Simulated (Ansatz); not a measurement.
# WSe2 sheet: levels of theory

The task, for WSe2 sheet: compare levels of theory; the runs are relaxing the atoms and single point.

Computed with Ansatz 0.2.0 (DFT PBE, scalar-relativistic, plane waves, PAW, and further levels as typed in the inputs, unless a step's input says otherwise).

### 1 The starting structure

The structure is hexagonal, space group P-6m2 (No. 187). Conventional cell: a = 3.282 Å, b = 3.282 Å, c = 21.350 Å, α = 90.00°, β = 90.00°, γ = 120.00°. Se (site symmetry 3m) is surrounded by 3 W at 2.53 Å. Around W (site symmetry -6m2) lie 6 Se at 2.53 Å.

Coordinates:

```
CELL_PARAMETERS angstrom
3.28200 0.00000 0.00000
-1.64100 2.84230 0.00000
0.00000 0.00000 21.35000
ATOMIC_POSITIONS crystal
Se 0.66667 0.33333 0.42155
W 0.33333 0.66667 0.50000
Se 0.66667 0.33333 0.57845
```

### 2 Relaxing the atoms: WSe2 sheet, no spin

Input file input.yaml:

```yaml
crystal:
  lattice:
    - [3.282, 0.0, 0.0]
    - [-1.641, 2.8422953752, 0.0]
    - [0.0, 0.0, 21.35]
  atoms:
    - { symbol: Se, position: [0.6666666667, 0.3333333333, 0.4215456674] }
    - { symbol: W, position: [0.3333333333, 0.6666666667, 0.5] }
    - { symbol: Se, position: [0.6666666667, 0.3333333333, 0.5784543326] }
  periodic: [true, true, false]
scf:
  occupations: { method: gaussian, width: 0.02 }
  n_extra_bands: 6
output:
  forces: true
  stress: false
  write_density: true
  write_potential: true
  elf: true
  volumetric_format: npy
kpoints:
  mp_grid: { grid: [12, 12, 1] }
hamiltonian:
  xc: pbe
relax:
  f_tol: 0.003
  max_steps: 100
```

Launch:

```
$ ansatz run input.yaml --threads 8 --pin off --max-ram 32768MiB --backend cpu --events-out ev --progress --plain --runs-dir out
```

Output, cut to the lines that bear on the results:

```text
Warning: crystal.periodic: the lattice vector that does not repeat stood 0.000° off the slab's normal, 21.350 Å along it as the deck builds it. The run solves the slab on a vector along the normal, 30.500 Å long, with every atom where it was (on the deck's vector they left 18.00 Å outside [...]
Warning: RAYON_NUM_THREADS=8 ignored (pool sized by the plan → 8); use --threads N
[...]
scf.n_extra_bands = 6 over 23 filled bands (N_el = 46.0): the run solves 29 bands
[...]
Pseudopotentials: kind: paw
Pseudopotential: Se, paw, valence charge 16, recommended cutoff 420 eV (normal), Se.paw.azcp
Pseudopotential: W, paw, valence charge 14, recommended cutoff 420 eV (normal), W.paw.azcp
Functional definition: PBE
[...]
Crystal: 3 atoms, lattice volume = 284.517 Å³
Basis set: ecut = 420 eV, 5681 PW (Γ), exchange–correlation on 48×48×432 points (8 copies of the dense FFT grid, shifted against one another)
Bands: 29, of which v1, the nominal top of the filled ones, is band 23 counted from 1 (22 counted from 0)
Symmetry: 12 space group operations
Space group: P-6m2 (ITA 187), of the structure as read, at distance tolerance 6.6e-5 Å
k-points: 19 of 144 (time reversal used)
[...]
SCF iter   1: F=—  HF=-21324.635263 eV  |F-HF|=—  |Δ(HF+E_count)|=         —  Δρ=2.18e-3  dr2=5.47e-3  ethr=1.77e-3  ⟨swp⟩=14.9  Hψ=3901  notcnv=0  defer=1
[...]
relax step   1: F+E_penalty+E_count = -21324.64228931 eV  Δ(F+E_penalty+E_count) = +0.000e0 eV  max|allowed force component| = 3.066e-1 eV/Å  Δτ_max = 0.0000 Å  (7 SCF iters, dr2 threshold 2.25e-7 eV, accepted)
[...]
relax step   4: F+E_penalty+E_count = -21324.64763155 eV  Δ(F+E_penalty+E_count) = -1.320e-6 eV  max|allowed force component| = 3.047e-3 eV/Å  Δτ_max = 0.0005 Å  (4 SCF iters, accepted)
[...]
relax step   5: F+E_penalty+E_count = -21324.64763210 eV  Δ(F+E_penalty+E_count) = -5.457e-7 eV  max|allowed force component| = 1.969e-6 eV/Å  Δτ_max = 0.0002 Å  (4 SCF iters, accepted)
NSCF: frozen V_eff on 19 k-points
[...]
SCF converged after 4 iterations
Free energy (F): -21324.647632 eV
[...]
E sigma→0 (E₀):  -21324.647632 eV
Fermi energy:    -4.230915 eV
[...]
--- Forces (eV/Å), atoms counted from 1 ---
  atom   1  Se    -0.00000000    -0.00000000    -0.00000197
  atom   2  W      0.00000000     0.00000000     0.00000000
  atom   3  Se    -0.00000000    -0.00000000     0.00000197
[...]
--- Band table (eV; the first three rows and the last of 19) ---
[...]
  ° read free of the cell's end (the report's vacuum.weakly_bound_levels)
--- Relaxed structure (5 steps of the walk, 4 accepted, 0 SCFs on fresh bases) ---
  F+E_penalty+E_count = -21324.64763210 eV   max|allowed force component| = 1.969e-6 eV/Å
  cell:  # Å, volume = 284.5166 Å³
    - [3.2819999999881486, 0.0, 0.0]
    - [-1.6409999999940743, 2.8422953752102638, 0.0]
    - [0.0, 0.0, 30.500000004040004]
  atoms:
    - { symbol: Se, position: [0.6666666666666666, 0.33333333333333337, 0.2945062460289812] }
    - { symbol: W, position: [0.33333333333333337, 0.6666666666666667, 0.3499999999536393] }
    - { symbol: Se, position: [0.6666666666666666, 0.33333333333333337, 0.40549375387829745] }
```

Wall time 4.4 s (8 threads of Intel Xeon 6975P-C (Granite Rapids), shared host); peak memory 0.91 GiB.

The steps of the relaxation:

```
step  energy from step 1 (eV/cell)  largest force component (eV/Å)
   1                        0.0000                          0.3066
   2                        0.0027                          0.3631
   3                       -0.0053                          0.0056
   4                       -0.0053                          0.0030
   5                       -0.0053                          0.0000
```

Step 1 is the start. Step 2 was tried and not accepted.

Density in a lattice plane of the grid's cell (edges 3.28 and 30.50 Å, at 0.333 of the third edge), which holds Se.

Values in e/Å³, 12 rows by 6 columns:
```
 0.00  0.00  0.00  0.00  0.00  0.00
 0.00  0.00  0.00  0.00  0.00  0.00
 0.00  0.00  0.00  0.00  0.00  0.00
 0.00  0.00  0.00  0.00  0.00  0.00
 0.00  0.00  0.00  0.00  0.00  0.00
 0.00  0.00  0.00  0.00  0.00  0.00
 0.32  0.11  0.33  2.67 14.99  2.51
 0.37  0.45  0.38  0.36  0.38  0.36
 0.04  0.02  0.04  0.11  0.17  0.11
 0.00  0.00  0.00  0.00  0.00  0.00
 0.00  0.00  0.00  0.00  0.00  0.00
 0.00  0.00  0.00  0.00  0.00  0.00
```
Columns run along the first of these edges and rows up along the second, over one cell in 6 and 12 even steps from the bottom left corner. Atoms in the plane (fractional): Se at (0.67, 0.29), Se at (0.67, 0.41).

ELF in the same plane.

Ten even steps from '0' (0.00) to '9' (0.87):
```
000000
000000
000000
000000
000000
000000
000000
000000
000000
000000
303999
727717
242222
727717
303999
000000
000000
000000
000000
000000
```
Columns run along the first of these edges and rows up along the second, over one cell in 6 and 20 even steps from the bottom left corner. Atoms in the plane (fractional): Se at (0.67, 0.29), Se at (0.67, 0.41).

Both are smooth fields of the valence electrons: close to the nuclei they are not physical.

The highest ELF values outside the cores: 0.89 beside Se, off the lines to its neighbours, 1.0 Å from Se; 0.80 on the Se–W line, 0.9 Å from Se; 0.50 between the atoms, 1.9 Å from W.

### 3 Single point: PBE with spin-orbit coupling

It takes the final geometry of step 2.

Input file input.yaml:

```yaml
crystal:
  lattice:
    - [3.282, 0.0, 0.0]
    - [-1.641, 2.8422953752, 0.0]
    - [0.0, 0.0, 30.500000004]
  atoms:
    - { symbol: Se, position: [0.6666666667, 0.3333333333, 0.294506246] }
    - { symbol: W, position: [0.3333333333, 0.6666666667, 0.35] }
    - { symbol: Se, position: [0.6666666667, 0.3333333333, 0.4054937539] }
  periodic: [true, true, false]
scf:
  occupations: { method: gaussian, width: 0.01 }
  n_extra_bands: 8
output:
  eigenvalues: true
  eigenstates:
    kpoints:
      - [0.0, 0.0, 0.0]
      - [0.016667, 0.016667, 0.0]
      - [0.033333, 0.033333, 0.0]
      - [0.05, 0.05, 0.0]
      - [0.066667, 0.066667, 0.0]
      - [0.1, 0.1, 0.0]
      - [0.133333, 0.133333, 0.0]
      - [0.166667, 0.166667, 0.0]
      - [0.2, 0.2, 0.0]
      - [0.233333, 0.233333, 0.0]
      - [0.25, 0.25, 0.0]
      - [0.266667, 0.266667, 0.0]
      - [0.283333, 0.283333, 0.0]
      - [0.3, 0.3, 0.0]
      - [0.316667, 0.316667, 0.0]
      - [0.333333, 0.333333, 0.0]
      - [0.35, 0.35, 0.0]
      - [0.366667, 0.366667, 0.0]
      - [0.383333, 0.383333, 0.0]
      - [0.4, 0.4, 0.0]
      - [0.025, 0.0, 0.0]
      - [0.05, 0.0, 0.0]
      - [0.075, 0.0, 0.0]
      - [0.1, 0.0, 0.0]
      - [0.5, 0.0, 0.0]
    top_band: c8
    e_range: [-2.5, 3]
kpoints:
  mp_grid: { grid: [12, 12, 1] }
hamiltonian:
  xc: pbe
  pseudopotentials: { kind: paw_fr }
magnetization:
  noncollinear: true
  spin_orbit: true
```

Launch:

```
$ ansatz run input.yaml --threads 8 --pin off --max-ram 32768MiB --backend cpu --events-out ev --progress --plain --runs-dir out
```

Output, cut to the lines that bear on the results:

```text
Warning: RAYON_NUM_THREADS=8 ignored (pool sized by the plan → 8); use --threads N
scf.n_extra_bands = 8 over 46 filled bands (N_el = 46.0): the run solves 54 bands
[...]
Pseudopotentials: kind: paw_fr
Pseudopotential: Se, paw_fr, valence charge 16, recommended cutoff 420 eV (normal), Se.paw.azcp#standard-fr
Pseudopotential: W, paw_fr, valence charge 14, recommended cutoff 420 eV (normal), W.paw.azcp#standard-fr
Functional definition: PBE
[...]
non-collinear run that drives no moment, with spin-orbit: no starting moment large enough to seed its density (crystal.atoms[].spin), no starting occupations that ask for one, no magnetisation constraint and no magnetic field, so the semilocal B_xc is pinned to zero
Crystal: 3 atoms, lattice volume = 284.517 Å³
Basis set: ecut = 420 eV, 5681 PW (Γ)
Bands: 54, of which v1, the nominal top of the filled ones, is band 46 counted from 1 (45 counted from 0)
[...]
spin=Noncollinear: Resta preconditioning applied to the charge; magnetization (m_x, m_y, m_z) channels mix plain (no charge-response kernel on spin).
[...]
SCF iter   9: F=-21349.576067 eV  HF=-21349.576067 eV  |F-HF|=4.48e-9  |Δ(HF+E_count)|=   2.21e-7  Δρ=1.66e-6  dr2=1.02e-8  dr2_m=0.00e0 (ungated)  ethr=2.17e-10  |M|=0.00e0 ∫|m|=0.00e0 μB  |m|>n=0.0e0 m-floor=0.0e0 τ_xc=0.0e0  ⟨swp⟩=12.7  Hψ=5343  notcnv=0
[...]
NSCF: frozen V_eff on 25 k-points
SCF converged after 9 iterations
Magnetization: |M| = 0.0000 μB,  M = (+0.0000, +0.0000, +0.0000) μB
Absolute magnetization: 0.0000 μB (∫|m|)
  site 0: m = (+0.0000, +0.0000, +0.0000) μB, |m| = 0.0000 μB  (R = 1.05 Å)
  site 1: m = (+0.0000, +0.0000, +0.0000) μB, |m| = 0.0000 μB  (R = 1.05 Å)
  site 2: m = (+0.0000, +0.0000, +0.0000) μB, |m| = 0.0000 μB  (R = 1.05 Å)
Free energy (F): -21349.576067 eV
[...]
E sigma→0 (E₀):  -21349.576067 eV
Fermi energy:    -4.156074 eV
[...]
--- Band table (eV; the first three rows and the last of 19) ---
[...]
```

It took 14 s on 8 threads of Intel Xeon 6975P-C (Granite Rapids), shared host; peak memory 2.5 GiB.

### 4 Single point: LDA with spin-orbit coupling

It takes the final geometry of step 2.

input.yaml: that of step 3 with these lines changed.

```diff
@@ -47,3 +47,3 @@
 hamiltonian:
-  xc: pbe
+  xc: lda
   pseudopotentials: { kind: paw_fr }
```

Launch:

```
$ ansatz run input.yaml --threads 8 --pin off --max-ram 32768MiB --backend cpu --events-out ev --progress --plain --runs-dir out
```

Output, cut to the lines that bear on the results:

```text
Warning: RAYON_NUM_THREADS=8 ignored (pool sized by the plan → 8); use --threads N
scf.n_extra_bands = 8 over 46 filled bands (N_el = 46.0): the run solves 54 bands
[...]
Pseudopotentials: kind: paw_fr
Pseudopotential: Se, paw_fr, valence charge 16, recommended cutoff 420 eV (normal), Se.paw.azcp#standard-fr
Pseudopotential: W, paw_fr, valence charge 14, recommended cutoff 420 eV (normal), W.paw.azcp#standard-fr
Functional definition: SPW92
[...]
non-collinear run that drives no moment, with spin-orbit: no starting moment large enough to seed its density (crystal.atoms[].spin), no starting occupations that ask for one, no magnetisation constraint and no magnetic field, so the semilocal B_xc is pinned to zero
Crystal: 3 atoms, lattice volume = 284.517 Å³
Basis set: ecut = 420 eV, 5681 PW (Γ)
Bands: 54, of which v1, the nominal top of the filled ones, is band 46 counted from 1 (45 counted from 0)
[...]
spin=Noncollinear: Resta preconditioning applied to the charge; magnetization (m_x, m_y, m_z) channels mix plain (no charge-response kernel on spin).
[...]
SCF iter   9: F=-20921.954776 eV  HF=-20921.954776 eV  |F-HF|=9.07e-9  |Δ(HF+E_count)|=   8.98e-8  Δρ=1.36e-6  dr2=6.43e-9  dr2_m=0.00e0 (ungated)  ethr=2.17e-10  |M|=0.00e0 ∫|m|=0.00e0 μB  |m|>n=0.0e0 m-floor=0.0e0 τ_xc=0.0e0  ⟨swp⟩=14.7  Hψ=4489  notcnv=0
[...]
NSCF: frozen V_eff on 25 k-points
SCF converged after 9 iterations
Magnetization: |M| = 0.0000 μB,  M = (+0.0000, +0.0000, +0.0000) μB
Absolute magnetization: 0.0000 μB (∫|m|)
  site 0: m = (+0.0000, +0.0000, +0.0000) μB, |m| = 0.0000 μB  (R = 1.05 Å)
  site 1: m = (+0.0000, +0.0000, +0.0000) μB, |m| = 0.0000 μB  (R = 1.05 Å)
  site 2: m = (+0.0000, +0.0000, +0.0000) μB, |m| = 0.0000 μB  (R = 1.05 Å)
Free energy (F): -20921.954776 eV
[...]
E sigma→0 (E₀):  -20921.954776 eV
Fermi energy:    -4.450489 eV
[...]
--- Band table (eV; the first three rows and the last of 19) ---
[...]
```

It took 14 s on 8 threads of Intel Xeon 6975P-C (Granite Rapids), shared host; peak memory 2.5 GiB.

### 5 Single point: r2SCAN with spin-orbit coupling

It takes the final geometry of step 2.

input.yaml: that of step 4 with these lines changed.

```diff
@@ -44,2 +44,6 @@
     e_range: [-2.5, 3]
+  write_density: true
+  write_potential: true
+  elf: true
+  volumetric_format: npy
 kpoints:
@@ -47,3 +51,3 @@
 hamiltonian:
-  xc: lda
+  xc: r2scan
   pseudopotentials: { kind: paw_fr }
```

Launch:

```
$ ansatz run input.yaml --threads 8 --pin off --max-ram 32768MiB --backend cpu --events-out ev --progress --plain --runs-dir out
```

Output, cut to the lines that bear on the results:

```text
Warning: RAYON_NUM_THREADS=8 ignored (pool sized by the plan → 8); use --threads N
scf.n_extra_bands = 8 over 46 filled bands (N_el = 46.0): the run solves 54 bands
[...]
Pseudopotentials: kind: paw_fr
Pseudopotential: Se, paw_fr, valence charge 16, recommended cutoff 500 eV (meta_gga), Se.paw.azcp#standard-fr
Pseudopotential: W, paw_fr, valence charge 14, recommended cutoff 500 eV (meta_gga), W.paw.azcp#standard-fr
Functional definition: r2SCAN
[...]
non-collinear run that drives no moment, with spin-orbit: no starting moment large enough to seed its density (crystal.atoms[].spin), no starting occupations that ask for one, no magnetisation constraint and no magnetic field, so the semilocal B_xc is pinned to zero
Crystal: 3 atoms, lattice volume = 284.517 Å³
Basis set: ecut = 500 eV, 7089 PW (Γ), exchange–correlation on 96×96×900 points (64 copies of the dense FFT grid, shifted against one another)
Bands: 54, of which v1, the nominal top of the filled ones, is band 46 counted from 1 (45 counted from 0)
[...]
SCF iter   9: F=-21324.503874 eV  HF=-21324.503874 eV  |F-HF|=1.69e-8  |Δ(HF+E_count)|=   4.39e-7  Δρ=2.24e-6  dr2=1.92e-8  dr2_τ=2.60e-10  dr2_m=0.00e0 (ungated)  ethr=2.17e-10  |M|=0.00e0 ∫|m|=0.00e0 μB  |m|>n=0.0e0 m-floor=0.0e0 τ_xc=0.0e0  ⟨swp⟩=13.2  Hψ=4968  notcnv=0
[...]
NSCF: frozen V_eff on 25 k-points
WARN: The output density's exchange-correlation potential varies sharply where the density is thin. Do not read a vacuum level from v_tot or v_xc, or from such a field of the output density. On a cell that repeats whose density bears no net charge and no dipole along the vacuum's axis use [...]
SCF converged after 9 iterations
Magnetization: |M| = 0.0000 μB,  M = (+0.0000, +0.0000, +0.0000) μB
Absolute magnetization: 0.0000 μB (∫|m|)
  site 0: m = (+0.0000, +0.0000, +0.0000) μB, |m| = 0.0000 μB  (R = 1.05 Å)
  site 1: m = (+0.0000, +0.0000, +0.0000) μB, |m| = 0.0000 μB  (R = 1.05 Å)
  site 2: m = (+0.0000, +0.0000, +0.0000) μB, |m| = 0.0000 μB  (R = 1.05 Å)
Free energy (F): -21324.503874 eV
[...]
E sigma→0 (E₀):  -21324.503874 eV
Fermi energy:    -4.292852 eV
[...]
--- Band table (eV; the first three rows and the last of 19) ---
[...]
  the weakly bound empty levels are not read free of the cell's end (spinor_tau)
```

Run time: 27 s. Hardware: 8 threads of Intel Xeon 6975P-C (Granite Rapids), shared host; peak memory 3.5 GiB.

Density in a lattice plane of the grid's cell (edges 3.28 and 30.50 Å, at 0.333 of the third edge), which holds Se.

Ten even steps from '0' (0.00 e/Å³) to '9' (29.47 e/Å³):
```
000000
000000
000000
000000
000000
000000
000000
000000
000000
000000
000000
000191
000000
000191
000000
000000
000000
000000
000000
000000
```
Columns run along the first of these edges and rows up along the second, over one cell in 6 and 20 even steps from the bottom left corner. Atoms in the plane (fractional): Se at (0.67, 0.29), Se at (0.67, 0.41).

ELF in the same plane.

Ten even steps from '0' (0.00) to '9' (0.88):
```
000000
000000
000000
000000
000000
000000
000000
000000
000000
000000
404999
727717
242212
727717
404999
000000
000000
000000
000000
000000
```
Columns run along the first of these edges and rows up along the second, over one cell in 6 and 20 even steps from the bottom left corner. Atoms in the plane (fractional): Se at (0.67, 0.29), Se at (0.67, 0.41).

Both are smooth fields of the valence electrons: close to the nuclei they are not physical.

Maxima of ELF outside the ion cores: 0.90 beside Se, off the lines to its neighbours, 1.0 Å from Se; 0.80 on the Se–W line, 0.9 Å from Se; 0.53 between the atoms, 1.9 Å from W.

### 6 Single point: HSE06 with spin-orbit coupling, mesh 6×6×1

It takes the final geometry of step 2.

input.yaml: that of step 5 with these lines changed.

```diff
@@ -44,10 +44,6 @@
     e_range: [-2.5, 3]
-  write_density: true
-  write_potential: true
-  elf: true
-  volumetric_format: npy
 kpoints:
-  mp_grid: { grid: [12, 12, 1] }
+  mp_grid: { grid: [6, 6, 1] }
 hamiltonian:
-  xc: r2scan
+  xc: hse06
   pseudopotentials: { kind: paw_fr }
```

Launch:

```
$ ansatz run input.yaml --threads 8 --pin off --max-ram 32768MiB --backend cpu --events-out ev --progress --plain --runs-dir out
```

Output, cut to the lines that bear on the results:

```text
Warning: RAYON_NUM_THREADS=8 ignored (pool sized by the plan → 8); use --threads N
scf.n_extra_bands = 8 over 46 filled bands (N_el = 46.0): the run solves 54 bands
[...]
Pseudopotentials: kind: paw_fr
Pseudopotential: Se, paw_fr, valence charge 16, recommended cutoff 420 eV (normal), Se.paw.azcp#standard-fr
Pseudopotential: W, paw_fr, valence charge 14, recommended cutoff 420 eV (normal), W.paw.azcp#standard-fr
Functional definition: HSE06
[...]
non-collinear run that drives no moment, with spin-orbit: no starting moment large enough to seed its density (crystal.atoms[].spin), no starting occupations that ask for one, no magnetisation constraint and no magnetic field, so the semilocal B_xc is pinned to zero
Crystal: 3 atoms, lattice volume = 284.517 Å³
Basis set: ecut = 420 eV, 5681 PW (Γ)
Bands: 54, of which v1, the nominal top of the filled ones, is band 46 counted from 1 (45 counted from 0)
[...]
hybrid outer 2: dexx = +7.782e-7 eV, tail = 2.36e-7 eV, Δε = 3.90e-3 eV (about 4.08e-4 eV left of the loop's levels)
NSCF: frozen V_eff on 25 k-points
hybrid SCF converged: 2 outer / 9 inner (+6 warm-up), last move |dexx| = 7.78e-7 eV, tail = 2.36e-7 eV
Magnetization: |M| = 0.0000 μB,  M = (+0.0000, +0.0000, +0.0000) μB
Absolute magnetization: 0.0000 μB (∫|m|)
  site 0: m = (+0.0000, +0.0000, +0.0000) μB, |m| = 0.0000 μB  (R = 1.05 Å)
  site 1: m = (+0.0000, +0.0000, +0.0000) μB, |m| = 0.0000 μB  (R = 1.05 Å)
  site 2: m = (+0.0000, +0.0000, +0.0000) μB, |m| = 0.0000 μB  (R = 1.05 Å)
Free energy (F): -21333.066315 eV
Frozen-core exchange: fock
[...]
E sigma→0 (E₀):  -21333.066315 eV
Fermi energy:    -4.259563 eV
[...]
--- Band table (eV; the first three rows and the last of 7) ---
[...]
  the weakly bound empty levels are not read free of the cell's end (exact_exchange)
```

Run time: 8 min. Hardware: 8 threads of Intel Xeon 6975P-C (Granite Rapids), shared host; peak memory 10 GiB.

### 7 Summary of results

```
step                            level   k mesh  energy (eV)  gap on the mesh (eV)   time
   2                              PBE  12×12×1   -21324.648                  1.62  4.4 s
   3     PBE with spin-orbit coupling  12×12×1   -21349.576                  1.29   14 s
   4     LDA with spin-orbit coupling  12×12×1   -20921.955                  1.26   14 s
   5  r2SCAN with spin-orbit coupling  12×12×1   -21324.504                  1.43   27 s
   6   HSE06 with spin-orbit coupling    6×6×1   -21333.066                  1.73  8 min
```

Totals of different systems or levels have different zeros; only balanced differences at one level mean anything.

The rows set the runs side by side; convergence of the settings was not tested in this session.
